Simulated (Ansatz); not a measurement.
# NbGe2N4 bilayer (AB) in a perpendicular field

What dipole does a perpendicular field induce in the NbGe2N4 bilayer (AB)? A positive field points along +c.

Method: plane-wave DFT, PBEsol-D3(BJ), Ansatz PAW, in Ansatz 0.2.0.

## 1. The structure

The cell holds 14 atoms: 8 N, 4 Ge and 2 Nb. Its edges and angles: a = 3.020 Å, b = 3.020 Å, c = 67.151 Å, α = 90.0°, β = 90.0°, γ = 120.0°. Regions: layer 1: NbGe2N4, 7 atoms (4 N, 2 Ge and 1 Nb); layer 2: NbGe2N4, 7 atoms (4 N, 2 Ge and 1 Nb). Vacuum lies along c.

As a file:

```xyz
14
Lattice="3.0200 0.0000 0.0000 -1.5100 2.6154 0.0000 0.0000 0.0000 67.1514" Properties=species:S:1:pos:R:3
N     0.0000    0.0000   24.5500
Ge    0.0000    1.7436   25.1378
N     0.0000    1.7436   26.9778
Nb    0.0000    0.0000   28.2628
N     0.0000    1.7436   29.5479
Ge    0.0000    1.7436   31.3879
N     0.0000    0.0000   31.9757
N     0.0000    1.7436   35.1757
Ge    1.5100    0.8718   35.7634
N     1.5100    0.8718   37.6034
Nb    0.0000    1.7436   38.8885
N     1.5100    0.8718   40.1736
Ge    1.5100    0.8718   42.0136
N     0.0000    1.7436   42.6014
```

## 2. Relaxation

The starting cell is a guess, so the in-plane lattice and the atoms are relaxed first, with the slab cut off from its images along the normal.

input.yaml reads:

```yaml
crystal:
  lattice:
    - [3.02, 0.0, 0.0]
    - [-1.51, 2.6153967194, 0.0]
    - [0.0, 0.0, 67.1513641405]
  atoms:
    - { symbol: "N", position: [0.0, 0.0, 0.3655919774] }
    - { symbol: Ge, position: [0.3333333333, 0.6666666667, 0.3743448021] }
    - { symbol: "N", position: [0.3333333333, 0.6666666667, 0.4017455858] }
    - { symbol: Nb, position: [0.0, 0.0, 0.4208826045], spin: 1.0 }
    - { symbol: "N", position: [0.3333333333, 0.6666666667, 0.4400196232] }
    - { symbol: Ge, position: [0.3333333333, 0.6666666667, 0.4674204068] }
    - { symbol: "N", position: [0.0, 0.0, 0.4761732316] }
    - { symbol: "N", position: [0.3333333333, 0.6666666667, 0.5238267684] }
    - { symbol: Ge, position: [0.6666666667, 0.3333333333, 0.5325795932] }
    - { symbol: "N", position: [0.6666666667, 0.3333333333, 0.5599803768] }
    - { symbol: Nb, position: [0.3333333333, 0.6666666667, 0.5791173955], spin: -1.0 }
    - { symbol: "N", position: [0.6666666667, 0.3333333333, 0.5982544142] }
    - { symbol: Ge, position: [0.6666666667, 0.3333333333, 0.6256551979] }
    - { symbol: "N", position: [0.3333333333, 0.6666666667, 0.6344080226] }
  periodic: [true, true, false]
magnetization:
  spin_polarized: true
kpoints:
  mp_grid: { grid: [12, 12, 1] }
hamiltonian:
  xc: pbesol
  dispersion: d3bj
scf:
  occupations: { method: fermi_dirac, width: 0.05 }
  convergence: { dr2_threshold: 1.0e-09 }
relax:
  f_tol: 0.004
  max_steps: 90
  cell: {}
output:
  write_potential: true
  write_density: true
  volumetric_format: npy
```

The run is started by

```console
$ ansatz run input.yaml --threads 8 --pin off --max-ram 12288MiB --backend cpu --events-out ev --progress --plain --runs-dir out
```

Numbers of over 12 decimals in the logs are rounded to 6 here.

Output:

```text
Warning: relax.cell: scf.convergence.dr2_threshold = 1e-9 eV is looser than the 1.77918072107e-10 eV advised for a relaxation that steers and ends on the stress (1e-10 eV for each atom of the cell: 14, times the square of relax.cell.stress_2d_tol = 0.05 N/m over 28.1 Å (the atoms' height at the walk's start and 5 Å past either face), 1.782e-2 GPa, over a crystal's default 0.05). What an SCF threshold leaves in a stress goes as its square root, and in the free energy as the threshold itself, and one threshold admits the most on a small cell: [figures from the program's tests cut] Set scf.convergence.dr2_threshold to 1.77918072107e-10 eV or tighter. [rest of the remark cut]
Engine: ansatz 0.2.0, aarch64-unknown-linux-gnu
Pseudopotentials: kind: paw
Pseudopotential: N, paw, valence charge 5, recommended cutoff 420 eV (normal), N.paw.azcp
Pseudopotential: Ge, paw, valence charge 14, recommended cutoff 420 eV (normal), Ge.paw.azcp
Pseudopotential: Nb, paw, valence charge 13, recommended cutoff 420 eV (normal), Nb.paw.azcp
Functional definition: PBEsol
  exchange = pbesol_x
  correlation = pbesol_c
Crystal: 14 atoms, lattice volume = 530.395 Å³
Basis set: ecut = 420 eV, 10197 PW (Γ), exchange–correlation on 48×48×900 points (8 copies of the dense FFT grid, shifted against one another)
Bands: 76, of which v1, the nominal top of the filled ones, is band 61 counted from 1 (60 counted from 0)
Symmetry: 6 space group operations
Space group: P3m1 (ITA 156), of the structure as read, at distance tolerance 8.1e-5 Å
Magnetic group: BNS 156.49 (UNI 1279), of the structure as read, at distance tolerance 8.1e-5 Å
k-points: 19 of 144 (time reversal used)
Non-local potential: N, projectors of the file, l = 0: 2, l = 1: 2, l = 2: 1
Non-local potential: Ge, projectors of the file, l = 0: 2, l = 1: 2, l = 2: 3, l = 3: 1
Non-local potential: Nb, projectors of the file, l = 0: 3, l = 1: 2, l = 2: 2, l = 3: 1
PAW form: soft (Blöchl's): semilocal exchange-correlation on the pseudo side does not see the compensation charge
PAW frozen core: N, regenerated for the run's functional, and the local potential with it (the file was generated under x = pbe(κ = 0.804, μ = 0.219515), c = pbe(β = 0.066725))
PAW frozen core: Ge, regenerated for the run's functional, and the local potential with it (the file was generated under x = pbe(κ = 0.804, μ = 0.219515), c = pbe(β = 0.066725))
PAW frozen core: Nb, regenerated for the run's functional, and the local potential with it (the file was generated under x = pbe(κ = 0.804, μ = 0.219515), c = pbe(β = 0.066725))
PAW one-centre angular grid: N, 110 points (default); XC on 64 Gauss nodes
PAW one-centre angular grid: Ge, 590 points (default); XC on 64 Gauss nodes
PAW one-centre angular grid: Nb, 590 points (default); XC on 64 Gauss nodes
Initial density: superposition of atomic densities (neutral atoms: chi_scale 0, normalization atom)
Starting moments: Σ|m| = 2 μB on 2 of 14 sites
Starting magnetic order: compensated ferrimagnet; no operation exchanges its spin sublattices
Initial wavefunctions: pseudopotential atomic-orbital guess
Functional: x = pbesol(κ = 0.804, μ = 0.123457), c = pbesol(β = 0.046)
SCF iter   1: F=—  HF=-29055.512330 eV  |F-HF|=—  |Δ(HF+E_count)|=         —  Δρ=4.76e-2 (↑4.76e-2 ↓4.76e-2)  dr2=5.70e1  dr2_m=7.54e-2  M=0.000 μB ∫|m|=1.813 μB  β_m=0.30  ethr=3.10e-3  ⟨swp⟩=10.5  Hψ=16914  notcnv=0  defer=174
Mixer restart at iter 1: flushing history
preconditioner: auto → LDOS  [metal: Δε(μ)=0.090 eV  Ē_g=19.355 eV  σ=0.050 eV  W_gap=0.42  n_scr=44 (ndim 8)  ℏωp=17.5 eV  f_vac=0.681  D(μ)=3.27/eV (n_scr^D=22)]
spin=Collinear: LDOS preconditioning applied to the charge; magnetization (m = ρ↑ − ρ↓) channel mixes plain (no charge-response kernel on spin).
SCF iter   2: F=—  HF=-29043.300805 eV  |F-HF|=—  |Δ(HF+E_count)|=    1.22e1  Δρ=2.02e-2 (↑2.02e-2 ↓2.02e-2)  dr2=1.01e1  dr2_m=3.43e-2  M=0.000 μB ∫|m|=1.725 μB  β_m=0.39  ethr=3.10e-3  ⟨swp⟩=4.6  Hψ=7931  notcnv=0  defer=356
SCF iter   3: F=—  HF=-29041.513209 eV  |F-HF|=—  |Δ(HF+E_count)|=    1.79e0  Δρ=7.75e-3 (↑7.72e-3 ↓7.75e-3)  dr2=7.29e-1  dr2_m=8.30e-3  M=0.002 μB ∫|m|=1.604 μB  β_m=0.54  ethr=3.10e-3  ⟨swp⟩=3.8  Hψ=6208  notcnv=0  defer=340
SCF iter   4: F=—  HF=-29041.531904 eV  |F-HF|=—  |Δ(HF+E_count)|=   1.87e-2  Δρ=2.13e-3 (↑2.13e-3 ↓2.10e-3)  dr2=6.13e-2  dr2_m=1.39e-3  M=0.003 μB ∫|m|=1.511 μB  β_m=0.61  ethr=5.98e-4  ⟨swp⟩=3.8  Hψ=5971  notcnv=0  defer=337
SCF iter   5: F=—  HF=-29041.542295 eV  |F-HF|=—  |Δ(HF+E_count)|=         —  Δρ=8.53e-4 (↑8.53e-4 ↓8.51e-4)  dr2=4.21e-3  dr2_m=2.35e-3  M=0.006 μB ∫|m|=1.365 μB  β_m=0.61  ethr=5.02e-5  ⟨swp⟩=3.4  Hψ=6418  notcnv=0  defer=337
SCF iter   6: F=—  HF=-29041.543056 eV  |F-HF|=—  |Δ(HF+E_count)|=   7.61e-4  Δρ=5.24e-4 (↑5.22e-4 ↓5.24e-4)  dr2=1.20e-3  dr2_m=9.11e-4  M=0.007 μB ∫|m|=1.324 μB  β_m=0.80  ethr=3.45e-6  ⟨swp⟩=3.3  Hψ=5594  notcnv=0  defer=337
SCF iter   7: F=—  HF=-29041.544362 eV  |F-HF|=—  |Δ(HF+E_count)|=   1.31e-3  Δρ=1.33e-4 (↑1.33e-4 ↓1.30e-4)  dr2=6.02e-5  dr2_m=6.08e-5  M=0.007 μB ∫|m|=1.256 μB  β_m=0.79  ethr=9.87e-7  ⟨swp⟩=3.0  Hψ=6126  notcnv=0  defer=337
SCF iter   8: F=—  HF=-29041.544401 eV  |F-HF|=—  |Δ(HF+E_count)|=   3.87e-5  Δρ=6.06e-5 (↑6.02e-5 ↓6.06e-5)  dr2=1.23e-5  dr2_m=1.34e-5  M=0.007 μB ∫|m|=1.237 μB  β_m=0.84  ethr=4.93e-8  ⟨swp⟩=4.0  Hψ=7868  notcnv=0  defer=337
SCF iter   9: F=—  HF=-29041.544431 eV  |F-HF|=—  |Δ(HF+E_count)|=   2.96e-5  Δρ=3.14e-5 (↑3.09e-5 ↓3.14e-5)  dr2=4.86e-6  dr2_m=3.33e-6  M=0.007 μB ∫|m|=1.225 μB  β_m=0.91  ethr=1.01e-8  ⟨swp⟩=3.2  Hψ=6318  notcnv=0  defer=337
SCF iter  10: F=—  HF=-29041.544440 eV  |F-HF|=—  |Δ(HF+E_count)|=   8.97e-6  Δρ=1.64e-5 (↑1.62e-5 ↓1.64e-5)  dr2=2.60e-6  dr2_m=6.24e-7  M=0.007 μB ∫|m|=1.218 μB  β_m=0.95  ethr=3.98e-9  ⟨swp⟩=3.5  Hψ=7071  notcnv=0  defer=337
SCF iter  11: F=—  HF=-29041.544446 eV  |F-HF|=—  |Δ(HF+E_count)|=   6.47e-6  Δρ=9.57e-6 (↑9.57e-6 ↓9.51e-6)  dr2=1.57e-6  dr2_m=7.09e-8  M=0.007 μB ∫|m|=1.214 μB  β_m=0.78  ethr=2.13e-9  ⟨swp⟩=3.2  Hψ=6168  notcnv=0  defer=337
SCF iter  12: F=—  HF=-29041.544447 eV  |F-HF|=—  |Δ(HF+E_count)|=   4.56e-7  Δρ=2.59e-6 (↑2.57e-6 ↓2.59e-6)  dr2=5.87e-8  dr2_m=1.35e-8  M=0.007 μB ∫|m|=1.212 μB  β_m=0.83  ethr=1.29e-9  ⟨swp⟩=3.1  Hψ=6231  notcnv=0  defer=337
SCF iter  13: F=—  HF=-29041.544447 eV  |F-HF|=—  |Δ(HF+E_count)|=   4.47e-7  Δρ=9.92e-7 (↑9.92e-7 ↓9.21e-7)  dr2=3.04e-8  dr2_m=8.63e-10  M=0.007 μB ∫|m|=1.212 μB  β_m=0.78  ethr=4.81e-11  ⟨swp⟩=3.7  Hψ=6803  notcnv=0  defer=337
[...]
relax step  12: F+E_penalty+E_count = -29041.86536717 eV  Δ(F+E_penalty+E_count) = +8.391e-5 eV  max|allowed force component| = 7.216e-4 eV/Å  Δτ_max = 0.0005 Å  P = +0.015 N/m  Ω = 535.930 Å³  energy of the carried Pulay correction = -9.083e-5 eV  fix = [c, alpha, beta]  reactions: c +0.000 N/m  (9 SCF iters, accepted)
iter 1 solved again at ethr=9.63e-8 eV; its pass at ethr=3.10e-3 eV (dr2=1.17e-4 eV) is discarded
SCF iter   1: F=—  HF=-29041.865343 eV  |F-HF|=—  |Δ(HF+E_count)|=         —  Δρ=6.97e-7 (↑6.74e-7 ↓6.97e-7)  dr2=7.72e-9  dr2_m=1.18e-10  M=0.026 μB ∫|m|=1.416 μB  β_m=0.65  ethr=9.63e-8  ⟨swp⟩=7.6  Hψ=33439  notcnv=0
eigensolver tolerance schedule: the retry pair's looser diagonalisation over-reported the residual by 15210.27 of it (diagonalisation noise at 0.90 of the residual, at the tolerance the schedule requests for it); recorded, not acted on — ethr = c·dr2/N_el stays at c = 1.0e-1
spin=Collinear: LDOS preconditioning applied to the charge; magnetization (m = ρ↑ − ρ↓) channel mixes plain (no charge-response kernel on spin).
SCF iter   2: F=—  HF=-29041.865445 eV  |F-HF|=—  |Δ(HF+E_count)|=   1.02e-4  Δρ=6.72e-7 (↑6.44e-7 ↓6.72e-7)  dr2=8.78e-9  dr2_m=3.48e-11  M=0.026 μB ∫|m|=1.416 μB  β_m=0.30  ethr=6.33e-12  ⟨swp⟩=6.8  Hψ=13390  notcnv=0
SCF iter   3: F=—  HF=-29041.865445 eV  |F-HF|=—  |Δ(HF+E_count)|=   2.60e-9  Δρ=3.14e-7 (↑2.95e-7 ↓3.14e-7)  dr2=1.45e-9  dr2_m=1.29e-11  M=0.026 μB ∫|m|=1.416 μB  β_m=0.65  ethr=6.33e-12  ⟨swp⟩=2.3  Hψ=4871  notcnv=0
SCF iter   4: F=-29041.865445 eV  HF=-29041.865445 eV  |F-HF|=7.71e-10  |Δ(HF+E_count)|=  1.53e-10  Δρ=1.25e-7 (↑1.22e-7 ↓1.25e-7)  dr2=2.66e-10  dr2_m=3.71e-12  M=0.026 μB ∫|m|=1.416 μB  ethr=1.00e-12  ⟨swp⟩=15.7  Hψ=25987  notcnv=0
SCF 13 converged in 4 iterations: F = -29041.865445 eV  dr2 = 2.66e-10
relax step  13: F+E_penalty+E_count = -29041.86544535 eV  Δ(F+E_penalty+E_count) = -7.818e-5 eV  max|allowed force component| = 7.224e-4 eV/Å  Δτ_max = 0.0000 Å  P = +0.016 N/m  Ω = 535.930 Å³  fix = [c, alpha, beta]  reactions: c +0.000 N/m  stress off target by 1.55e-2 N/m on what of the cell is left free  SCF on the basis re-selected at this cell (its energy is not comparable with the rows above)  (4 SCF iters)
basis re-selected at this cell: Δ(F+E_penalty+E_count) = -7.818e-5 eV, ΔP = +0.001 N/m vs the last step (what re-selecting the basis moved, of the pressure what is left beyond the Pulay correction that the steps carried, after the strain that the cell walked since its last selection, with what the two solves' SCF thresholds leave and, on support functions, any second-order correction that the steps lacked; it is no m [...]
WARN: The output density's exchange-correlation potential varies sharply where the density is thin. Do not read a vacuum level from v_tot or v_xc, or from such a field of the output density. On a cell that repeats whose density bears no net charge and no dipole along the vacuum's axis use v_es (v_loc + v_h of the components); under efield.dipole_correction with no amplitude use v_es + v_field, which holds any externa [...]
SCF converged after 4 iterations
Magnetization: 0.0259 μB (61.0130 up, 60.9870 down)
Absolute magnetization: 1.4162 μB (∫|ρ↑−ρ↓|, with the PAW one-centre terms)
Spin contamination: 0.5815 ħ² per cell (⟨S²⟩ above its minimum at these occupations)
Per-site moments (μB) at R_I (Å): [(0.00593751, 0.765222), (0.00294951, 0.765222), (0.00347617, 0.767756), (0.289715, 0.877907), (0.00405764, 0.767954), (0.00293932, 0.763062), (0.00607403, 0.763062), (-0.00459444, 0.764922), (-0.00283599, 0.764922), (-0.0031687, 0.765908), (-0.279461, 0.878404), (-0.00406369, 0.767796), (-0.00289796, 0.765250), (-0.00584863, 0.765250)]
Free energy (F): -29041.865445 eV
Harris-Foulkes:  -29041.865445 eV  (|F-HF|=7.71e-10)
Internal energy: -29041.829119 eV  (E = F + TS)
E sigma→0 (E₀):  -29041.847282 eV
Entropy (-TS):   -0.036326 eV (-2.595 meV/atom)
Fermi energy:    -5.729139 eV
--- Per-component energies (eV) ---
  E_band       = -2777.324493
  E_kinetic    = 2288.625326
  E_local      = -1746526.001265  (includes V_loc(G=0)·N_el)
  E_nonlocal   = 2304.834787
  E_hartree    = 871050.265990
  E_xc         = -1126.620518
  E_vxc        = -1294.842177  (∫ρ·V_xc dr)
  E_paw        = -14947.413098  (= ΣΔE_a)
  E_vpaw       = -1650.470158  (= ΣTr[D̂ρ^β])
  E_aug_tail   = 0.001753  (compensation charges beyond the density's cutoff)
  E_ewald      = 857913.390511
  E_disp       = -3.186558  (pairwise vdW)
  E_core_change = 4.273953  (= ΣΔE_core)
  E_smearing   = -0.036326  (= −TS)
  E_closure    = 0.000000  (closes the sum)
  Σ components = -29041.865445   (vs F -29041.865445, Δ=0.00e0)
--- Forces (eV/Å), atoms counted from 1 ---
  atom   1  N     -0.00000000    -0.00000000     0.00000540
  atom   2  Ge     0.00000000     0.00000000    -0.00022172
  atom   3  N      0.00000000    -0.00000000     0.00067203
  atom   4  Nb     0.00000000    -0.00000000    -0.00014068
  atom   5  N      0.00000000    -0.00000000    -0.00014221
  atom   6  Ge     0.00000000     0.00000000    -0.00023611
  atom   7  N     -0.00000000    -0.00000000     0.00025113
  atom   8  N      0.00000000    -0.00000000    -0.00011434
  atom   9  Ge     0.00000000     0.00000000     0.00019627
  atom  10  N     -0.00000000    -0.00000000     0.00010554
  atom  11  Nb     0.00000000    -0.00000000     0.00017656
  atom  12  N      0.00000000    -0.00000000    -0.00072237
  atom  13  Ge     0.00000000     0.00000000     0.00007376
  atom  14  N     -0.00000000    -0.00000000     0.00009688
  max |Σ_I F_I| component: 1.55e-7 eV/Å
--- 2D stress c σ (N/m, compression-positive) ---
        0.015521       0.000000      -0.000000
        0.000000       0.015521       0.000000
       -0.000000       0.000000       0.000000
  P = ½ c Tr σ = 0.0155 N/m
--- Band table (eV; the first three rows and the last of 38) ---
  k-point 0 ↑: bands = [... 57 lower, -7.8675, -7.6041, -6.9545, -5.4185, -5.0326, -3.6557, -3.5817, -3.2311, ... 11 higher]
  k-point 1 ↑: bands = [... 57 lower, -7.9849, -7.3442, -6.9054, -5.2436, -4.8376, -3.4321, -3.3554, -3.2807, ... 11 higher]
  k-point 2 ↑: bands = [... 57 lower, -8.1195, -7.3244, -7.0209, -5.4895, -4.9805, -3.3702, -3.1742, -2.9485, ... 11 higher]
  k-point 18 ↓: bands = [... 57 lower, -7.7642, -7.1567, -7.1080, -5.6812, -5.1665, -3.6931, -3.1173, -1.6011, ... 11 higher]
  the weakly bound empty levels are not read free of the cell's end (no_gap_told)
--- Relaxed structure (11 steps of the walk, 10 accepted, 2 SCFs on fresh bases) ---
  F+E_penalty+E_count = -29041.86544535 eV   max|allowed force component| = 7.224e-4 eV/Å   (the final SCF, on the basis selected at the relaxed cell)
  cell:  # Å, volume = 535.9300 Å³
    - [3.035717, 0.0, 0]
    - [-1.517858, 2.629008, 0]
    - [0, 0, 67.1513641405]
  atoms:
    - { symbol: N, position: [-2.4283660460225326e-17, 1.982541115413606e-17, 0.370983] }
    - { symbol: Ge, position: [0.333333, 0.666667, 0.380035] }
    - { symbol: N, position: [0.333333, 0.666667, 0.407752] }
    - { symbol: Nb, position: [-2.5688237641798858e-17, 1.9825411154136027e-17, 0.425781] }
    - { symbol: N, position: [0.333333, 0.666667, 0.443760] }
    - { symbol: Ge, position: [0.333333, 0.666667, 0.471484] }
    - { symbol: N, position: [-2.790160112463195e-17, 1.9825411154136082e-17, 0.480295] }
    - { symbol: N, position: [0.333333, 0.666667, 0.519565] }
    - { symbol: Ge, position: [0.666667, 0.333333, 0.528583] }
    - { symbol: N, position: [0.666667, 0.333333, 0.556234] }
    - { symbol: Nb, position: [0.333333, 0.666667, 0.574251] }
    - { symbol: N, position: [0.666667, 0.333333, 0.592262] }
    - { symbol: Ge, position: [0.666667, 0.333333, 0.619980] }
    - { symbol: N, position: [0.333333, 0.666667, 0.629035] }
```

Run time: 13 min. Hardware: 8 threads of Arm Neoverse N1, shared host; peak memory 2.7 GiB.

Step by step:

| step | energy less that of the first step (eV) | largest force component (eV/Å) | volume (Å³) |
| --- | --- | --- | --- |
| 1 | 0.0000 | 1.8123 | 530.39 |
| 2 | -0.1872 | 0.5305 | 537.77 |
| 3 | -0.3040 | 0.1214 | 534.21 |
| 4 | -0.3040 | 0.1219 | 534.21 |
| 5 | -0.3088 | 0.1871 | 535.10 |
| 6 | -0.3042 | 0.3545 | 536.52 |
| 7 | -0.3147 | 0.0834 | 535.56 |
| 8 | -0.3159 | 0.0217 | 535.81 |
| 9 | -0.3159 | 0.0086 | 535.82 |
| 10 | -0.3159 | 0.0036 | 535.83 |
| 11* | -0.3210 | 0.0034 | 535.83 |
| 12 | -0.3209 | 0.0007 | 535.93 |
| 13* | -0.3210 | 0.0007 | 535.93 |

Relaxation steps marked * repeat the geometry before them on a plane-wave basis chosen anew for their cell, so energy and pressure can jump there. Relaxation step 6 was tried and not accepted.

Forces are held to the 6 operations that the run works with; a distortion that breaks them can't arise in this run.

| cell as run | before | after | change |
| --- | --- | --- | --- |
| a (Å) | 3.020 | 3.036 | +0.5 % |
| b (Å) | 3.020 | 3.036 | +0.5 % |

The atoms that moved most (Å, along periodic axes as changes of fractional coordinates times the final cell, across vacuum about the mean position):

| atom | dx | dy | dz | length |
| --- | --- | --- | --- | --- |
| N3 | 0.000 | 0.000 | 0.403 | 0.403 |
| N12 | 0.000 | 0.000 | -0.402 | 0.402 |
| Ge2 | 0.000 | 0.000 | 0.382 | 0.382 |
| Ge13 | 0.000 | 0.000 | -0.381 | 0.381 |
| N1 | 0.000 | 0.000 | 0.362 | 0.362 |
| N14 | 0.000 | 0.000 | -0.361 | 0.361 |
| Nb4 | 0.000 | 0.000 | 0.329 | 0.329 |
| Nb11 | 0.000 | 0.000 | -0.327 | 0.327 |

The relaxed structure:

```cif
data_structure
_symmetry_space_group_name_H-M 'P 1'
_symmetry_Int_Tables_number 1
_cell_length_a 3.0357
_cell_length_b 3.0357
_cell_length_c 67.1514
_cell_angle_alpha 90.000
_cell_angle_beta 90.000
_cell_angle_gamma 120.000
_cell_volume 535.93
loop_
_atom_site_label
_atom_site_type_symbol
_atom_site_fract_x
_atom_site_fract_y
_atom_site_fract_z
_atom_site_occupancy
N1 N 0.00000 0.00000 0.37098 1
Ge2 Ge 0.33333 0.66667 0.38003 1
N3 N 0.33333 0.66667 0.40775 1
Nb4 Nb 0.00000 0.00000 0.42578 1
N5 N 0.33333 0.66667 0.44376 1
Ge6 Ge 0.33333 0.66667 0.47148 1
N7 N 0.00000 0.00000 0.48029 1
N8 N 0.33333 0.66667 0.51956 1
Ge9 Ge 0.66667 0.33333 0.52858 1
N10 N 0.66667 0.33333 0.55623 1
Nb11 Nb 0.33333 0.66667 0.57425 1
N12 N 0.66667 0.33333 0.59226 1
Ge13 Ge 0.66667 0.33333 0.61998 1
N14 N 0.33333 0.66667 0.62904 1
```

Numbers from this step:

| Property | Result |
| --- | --- |
| energy at zero smearing | -29041.8473 eV |
| total moment | 0.02592 μB |

Site moment by atom:

| atom | site moment (μB) |
| --- | --- |
| N1 | 0.006 |
| Ge2 | 0.003 |
| N3 | 0.003 |
| Nb4 | 0.290 |
| N5 | 0.004 |
| Ge6 | 0.003 |
| N7 | 0.006 |
| N8 | -0.005 |
| Ge9 | -0.003 |
| N10 | -0.003 |
| Nb11 | -0.279 |
| N12 | -0.004 |
| Ge13 | -0.003 |
| N14 | -0.006 |

The lattice constant a goes from 3.020 to 3.036 Å.

(Continued in part 2 of 3.)

[Logs are printed without paths, hosts, clocks, repeated set-up lines and the standing remarks that a program may print on its own settings, such as how far it seeks lower states.]

[Hosts, paths, dates, database ids (printed as entryN), source tags and the programs' standing remarks are cut or masked in the printed files.]

[Maps of the electrostatic potential energy from Ansatz leave out the sawtooth potential of an applied field or a dipole correction, so their vacuum need not be flat; planar profiles and work functions include it.]
